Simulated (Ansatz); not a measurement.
Relaxing Fe

These are results of DFT r2SCAN, scalar-relativistic, plane waves, PAW in Ansatz 0.2.0, not measurements. Cutoff 500 eV, Γ-centred k mesh, Gaussian smearing, no spin polarisation in the final step.

The start puts Fe on the graphite structure type (P6_3/mmc, No. 194), at a guessed volume.

```
Fe
1.0
     2.77854    0.00000    0.00000
    -1.38927    2.40628    0.00000
     0.00000    0.00000    7.56756
Fe
4
Direct
  0.00000 0.00000 0.25000
  0.00000 0.00000 0.75000
  0.33333 0.66667 0.75000
  0.66667 0.33333 0.25000
```

Steps on the 9×9×2 mesh (4 atoms). 11 of 20 steps are shown, and the free energy counts from the last. Trial steps that were taken back and renewals of the plane-wave basis can be among the rows.

| step | ΔF (meV/atom) | V (Å³/atom) | P (GPa) |
| --- | --- | --- | --- |
| 1 | 5412.8 | 12.65 | 183.47 |
| 3 | 2525.3 | 15.19 | 68.58 |
| 4 | 1829.5 | 16.42 | 35.14 |
| 6 | 1265.1 | 16.92 | 2.33 |
| 8 | 910.4 | 15.69 | -8.01 |
| 10 | 472.6 | 14.25 | -15.53 |
| 11 | 271.0 | 13.28 | -12.04 |
| 13 | 117.5 | 11.92 | -0.43 |
| 17 | 4.7 | 12.13 | 3.78 |
| 18 | 0.9 | 12.38 | -0.95 |
| 20 | 0.0 | 12.32 | -0.02 |

A final relaxation ran on a 15×15×12 mesh. The relaxed crystal, P6_3/mmc (No. 194):

```cif
data_structure
_symmetry_space_group_name_H-M 'P6_3/mmc'
_symmetry_Int_Tables_number 194
_cell_length_a 3.6714
_cell_length_b 3.6714
_cell_length_c 4.2095
_cell_angle_alpha 90.000
_cell_angle_beta 90.000
_cell_angle_gamma 120.000
_cell_volume 49.14
loop_
_atom_site_label
_atom_site_type_symbol
_atom_site_symmetry_multiplicity
_atom_site_Wyckoff_symbol
_atom_site_fract_x
_atom_site_fract_y
_atom_site_fract_z
_atom_site_occupancy
Fe1 Fe 2 b 0.00000 0.00000 0.25000 1
Fe2 Fe 2 d 0.33333 0.66667 0.75000 1
```

```yaml
Volume_per_atom: 12.28 Å³
Density: 7.55 g/cm³
Energy_over_the_standard_structure: 1.80 eV/atom
Gap_on_the_15×15×12_mesh: 0 eV (a metal)
```

Energies count from the standard state of Fe at the same level.

The final run used a 15×15×12 mesh on its 4-atom cell and 0.10 eV smearing. The k mesh leaves about 4 meV/atom of noise in metals.

Symmetry constrained the relaxation, so the result can be a saddle point.